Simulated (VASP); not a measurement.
A run of VASP 6.6.1:

File INCAR:

```
SYSTEM = MgS
PREC = Accurate
ENCUT = 520
EDIFF = 1E-6
ISMEAR = 0
SIGMA = 0.02
LREAL = .False.
LASPH = .True.
NELM = 100
ALGO = Normal
ISIF = 2
LWAVE = .False.
LCHARG = .False.
NBANDS = 16
```

The input KPOINTS:

```
regular mesh
0
Gamma
  6 4 6
  0 0 0
```

The input POSCAR:

```
MgS
1.0
    3.9554811189      0.0000000000      0.0000000000
    0.0000000000      5.5938950236      0.0000000000
    0.0000000000      0.0000000000      3.9554811189
Mg S
2 2
Direct
    0.0000000000      0.0000000000      0.0000000000
    0.5000000000      0.5000000000      0.5000000000
    0.5000000000      0.2500000000      0.0000000000
    0.0000000000      0.7500000000      0.5000000000
```

Potentials or basis: VASP PAW LDA potentials, release 64 (Mg, S).

Launch:

```bash
$ cat potpaw_LDA.64/Mg/POTCAR potpaw_LDA.64/S/POTCAR > POTCAR
$ mpirun -np 1 vasp_std > vasp.out
```

Hardware: 1 thread of Intel(R) Xeon(R) Platinum 8488C (Sapphire Rapids), with other jobs on the host.

**Question.** How long does it take, and how much memory?

**Answer.** Wall time 28 s on 1 thread of Intel(R) Xeon(R) Platinum 8488C (Sapphire Rapids), on a shared host, peak memory 0.18 GiB. Counts: scf iterations 12, k points 30.
